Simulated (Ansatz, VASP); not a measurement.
Bi in VASP and in Ansatz

Contents of INCAR:

```
SYSTEM = Bi
PREC = Accurate
ENCUT = 520
EDIFF = 1E-6
ISMEAR = 0
SIGMA = 0.05
LREAL = .FALSE.
LASPH = .TRUE.
NELM = 100
ALGO = Fast
ISIF = 2
LWAVE = .FALSE.
LCHARG = .FALSE.
NBANDS = 14
```

The input KPOINTS:

```
Automatic mesh
0
G
  10 10 10
  0 0 0
```

The input POSCAR:

```
Bi
1.0
   -4.2574820000      4.2574820000      1.5020922000
    4.2574820000     -4.2574820000      1.5020922000
    4.2574820000      4.2574820000     -1.5020922000
Bi
1
Direct
    0.0000000000      0.0000000000      0.0000000000
```

Input for Ansatz:

```yaml
crystal:
  lattice:
    - [-4.257482, 4.257482, 1.5020922]
    - [4.257482, -4.257482, 1.5020922]
    - [4.257482, 4.257482, -1.5020922]
  atoms:
    - { symbol: Bi, position: [0.0, 0.0, 0.0] }
basis:
  ecutwfc: 420
kpoints:
  mp_grid: { grid: [10, 10, 10] }
hamiltonian:
  xc: lda
scf:
  occupations: { method: gaussian, width: 0.05 }
output:
  forces: true
  stress: true
  eigenvalues: true
```

Change from the starting cell: strain +0.000 along x and y, +0.050 along z, atoms carried along.

Alike in both runs: task single point; functional LDA; k mesh 10 × 10 × 10; occupations gaussian, width 0.05 eV; no spin polarisation.

|  | VASP | Ansatz |
| --- | --- | --- |
| version | VASP 6.6.1 | Ansatz 0.2.0 |
| potentials or method | VASP PAW LDA potentials, release 64 (Bi_d) | scalar-relativistic, plane waves, PAW |
| plane-wave cutoff (eV) | 520 | 420 |
| valence electrons in the cell | 15 | 15 |

|  | VASP | Ansatz | Ansatz less VASP |
| --- | --- | --- | --- |
| gap on the k mesh at the Fermi level (eV) | none | none | - |
| pressure (GPa) | -1.1 | -1.0 | +0.02 |
| largest component of the traceless stress (GPa) | 1.71 | 1.73 | +0.024 |

A gap of «none» marks a metal or a gap that the smearing closes.

Caveats: spin-orbit coupling is left out, which moves the levels of the heavy elements.
